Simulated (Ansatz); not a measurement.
## Sc: strain and displacement

```
Sc
1.0
    -1.83873    1.83873    1.83873
     1.83873   -1.83873    1.83873
     1.83873    1.83873   -1.83873
Sc
1
Direct
  0.00000 0.00000 0.00000
```

The structure comes from a relaxation in the same program, started in the bcc type, and has space group Im-3m. Whether it is a known phase or the ground state wasn't checked.

Spin polarisation is left out, and whether a magnetic state lies lower isn't shown here.

Theory: Ansatz 0.2.0, DFT, PBE, all-electron LAPW, scalar-relativistic.

Sampling and basis: a Γ-centred 13×13×13 k mesh, Fermi–Dirac smearing of 0.05 eV, basis error target 1 meV/atom, no spin polarisation.

The unchanged cell is at 0.00 GPa.

In a metal, stresses and small energies carry noise from the k mesh.

x, y and z are the Cartesian axes of the cell as listed; fractional coordinates follow a strain, and an engineering shear is twice the off-diagonal strain component.

With xy engineering shear strain of -1 %: energy change under 1 meV/atom; stress change (xx, yy, zz, yz, xz, xy) 0.00, 0.00, 0.00, 0.00, 0.00, 0.32 GPa, compression positive.

Task: With this change (z strained by +4 % at fixed volume), what becomes of the energy and stress?

Result: Energy change -1 meV/atom; stress change (xx, yy, zz, yz, xz, xy) -0.25, -0.25, 0.39, 0.00, 0.00, 0.00 GPa, compression positive.
